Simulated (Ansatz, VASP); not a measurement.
**One calculation of TiAl, two programs**

```
CELL_PARAMETERS angstrom
3.08101 0.00000 0.00000
0.00000 3.08101 0.00000
0.00000 0.00000 3.08101
ATOMIC_POSITIONS crystal
Al 0.00000 0.00000 0.00000
Ti 0.50000 0.50000 0.50000
```

Alike in both runs: task single point; functional PBEsol; k mesh 6 × 6 × 6; occupations gaussian, width 0.1 eV; no spin polarisation.

```csv
,VASP,Ansatz
version,VASP 6.6.1,Ansatz 0.2.0
potentials or method,"VASP PAW PBE potentials, release 64 (Al, Ti_sv)","scalar-relativistic, plane waves, PAW"
plane-wave cutoff (eV),520,420
valence electrons in the cell,15,15
```

|  | VASP | Ansatz | Ansatz less VASP |
| --- | --- | --- | --- |
| gap on the k mesh at the Fermi level (eV) | none | none | - |
| pressure (GPa) | 9.7 | 9.7 | +0.02 |

A gap of «none» marks a metal or a gap that the smearing closes.

Caveats: the PAW data sets were made with another functional, which shifts forces and pressure a little (VASP).
